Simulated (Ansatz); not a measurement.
## InPd in Ansatz: the effect of target pressure

Crystal: InPd.

```
In Pd
1.0
     0.00000    2.74607    2.74607
     2.74607    0.00000    2.74607
     2.74607    2.74607    0.00000
In Pd
1 1
Direct
  0.00000 0.00000 0.00000
  0.50000 0.50000 0.50000
```

The cell was built by a generator and needn't be a form met in nature.

Alike in all runs:

```yaml
Program: Ansatz 0.2.0
Task: relaxation of cell and atoms
Functional: r2SCAN
Potentials_or_basis: Ansatz PAW
Cutoff: "500 eV (not typed: the program's choice for these potentials)"
k_mesh: 8 × 8 × 8
Occupations: fermi-dirac, width 0.05 eV
Spin: no spin polarisation
```

Each run relaxes the cell or the atoms first.

```tsv
target pressure	relaxed volume (Å³/atom)
0 GPa	20.05
2 GPa	19.66
5 GPa	?
10 GPa	18.45
20 GPa	17.38
30 GPa	16.59
```

Task: What does the run with target pressure 5 GPa give?

Result: Relaxed volume 19.15 Å³/atom.

Worked out: In Murnaghan's law V^(-B') rises as a straight line in P. The other rows fit best with B' = 4.7, V0 = 20.05 Å³/atom and B0 = 98 GPa, which gives 19.15 Å³/atom at 5 GPa, against the run's 19.15.

Caveats: the plane-wave basis is chosen anew once the cell has moved, so the energies of steps on either side of that aren't comparable; the PAW data sets come from PBE, with cores solved anew for the run's functional, which leaves a small shift of forces and pressure; the volume moved by over 15 % at a fixed basis, so the end points are rough (some runs).
